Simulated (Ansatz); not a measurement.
The system is Bi.

```
Bi
1.0
     3.48860   -3.13258    0.00000
     3.48860    3.13258    0.00000
    -1.26023    0.00000    3.11355
Bi
2
Direct
  0.75306 0.75306 0.85738
  0.24694 0.24694 0.14262
```

This isn't the form of Bi at room conditions, which is rhombohedral.

* Program: Ansatz 0.2.0
* Task: relaxation of cell and atoms
* Functional: r2SCAN
* Potentials or basis: Ansatz PAW
* Cutoff: 500 eV (not typed: the program's choice for these potentials)
* k mesh: 6 × 6 × 9
* Occupations: fermi-dirac, width 0.05 eV
* Spin: no spin polarisation

At the start: volume 34.03 Å³/atom.

Task: How do energy, volume and symmetry change on relaxing?

Result: It ends after 13 steps and the volume is 35.39 Å³/atom (+4.0 %); space group C2/m (No. 12, to 0.05 Å).

The path:
```
step  energy change (eV)  largest force (eV/Å)  volume (Å³)
   1              0.0000                0.1469        68.05
   2             -0.0075                0.0112        66.46
   3             -0.0096                0.0334        67.14
   4             -0.0109                0.0211        67.52
   5             -0.0113                0.0101        67.71
   6             -0.0199                0.1531        69.12
   7             -0.0311                0.0413        69.84
   8             -0.0359                0.0354        69.79
   9             -0.0365                0.0244        69.57
  10             -0.0382                0.0025        70.29
  11             -0.0385                0.0098        70.70
  12             -0.0385                0.0009        70.78
  13             -0.0401                0.0011        70.78
```

Final structure:
```
Bi
1.0
     3.35177   -3.16643    0.35496
     3.35177    3.16643    0.35496
    -0.89400    0.00000    3.23995
Bi
2
Direct
  0.77346 0.77346 0.92751
  0.22654 0.22654 0.07249
```

Caveat: the plane-wave basis is chosen anew once the cell has moved, so the energies of steps on either side of that aren't comparable; the PAW data sets come from PBE, with cores solved anew for the run's functional, which leaves a small shift of forces and pressure.
